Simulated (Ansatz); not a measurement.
Rows from a G0W0 calculation on GaSe (P6_3/mmc) (Ansatz 0.2.0; G0W0 on PBE, plane waves, PAW; PAW set soft_1; 12×12×2 mesh, 438 empty bands, screening to 100 eV, PAW set soft_1 files), in eV. Spin-orbit coupling is left out.

The database entry behind the starting cell differs from later determinations by our own check (a about 0.4 % short), so it need not match the best structure at ambient conditions.

```
row      Σx     Σc     Vxc     Z
  A  -10.90  -3.68  -15.01  0.78
  B  -17.05   1.18  -15.31  0.77
  C  -10.87  -3.42  -14.74  0.79
  D  -15.88   1.63  -13.59  0.76
  E   -8.01  -3.40  -11.51  0.79
  F   -9.43  -3.43  -13.18  0.79
```

Which rows are filled states and which are empty ones, and how can one tell?

Filled: B and D. Empty: A, C, E and F. The sign of Σc tells: for a filled state bare exchange, which holds its interaction with itself, lies below Vxc (Σx − Vxc is -1.7 eV or lower here) and screening gives part back as a positive Σc. For an empty state Σx lies above Vxc (+3.5 eV or more) and the Coulomb hole leaves Σc negative.

[Paths, hosts, dates, memory and timing lines, banners, echoed tables and standing remarks are left out of the program output.]

[Logs are printed without paths, hosts, clocks, repeated set-up lines and the standing remarks that a program may print on its own settings, such as how far it seeks lower states.]

[Runs of the session that timed out or met a known fault of the program may be left out.]

[Cells called generated may have been cut or substituted from an entry of the Crystallography Open Database or the Materials Project.]

[Hosts, paths, dates, database ids (printed as entryN), source tags and the programs' standing remarks are cut or masked in the printed files.]
